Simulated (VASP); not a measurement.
Input of a VASP 6.6.1 run:

File INCAR:

```
SYSTEM = Rb
ALGO = Fast
EDIFF = 1E-7
ENCUT = 520
GGA = PE
ISIF = 2
ISMEAR = 0
LASPH = .True.
LCHARG = .False.
LREAL = .False.
LWAVE = .False.
NBANDS = 10
NELM = 80
PREC = Accurate
SIGMA = 0.1
```

The input KPOINTS:

```
k-points
0
Gamma
  10 10 10
  0 0 0
```

POSCAR

```
Rb
1.0
    0.0000000000      3.6122943442      3.6122943442
    3.6122943442      0.0000000000      3.6122943442
    3.6122943442      3.6122943442      0.0000000000
Rb
1
Direct
    0.0000000000      0.0000000000      0.0000000000
```

Potentials or basis: VASP PAW PBE potentials, release 64 (Rb_sv).

Launch:

```sh
$ cat potpaw_PBE.64/Rb_sv/POTCAR > POTCAR
$ mpirun -np 1 vasp_std > vasp.out
```

(1) What does it give for the band gap on the k mesh?

(2) What does it give for the pressure?

## Answers

(1) none (metal or under the smearing width).

(2) -0.1 GPa.
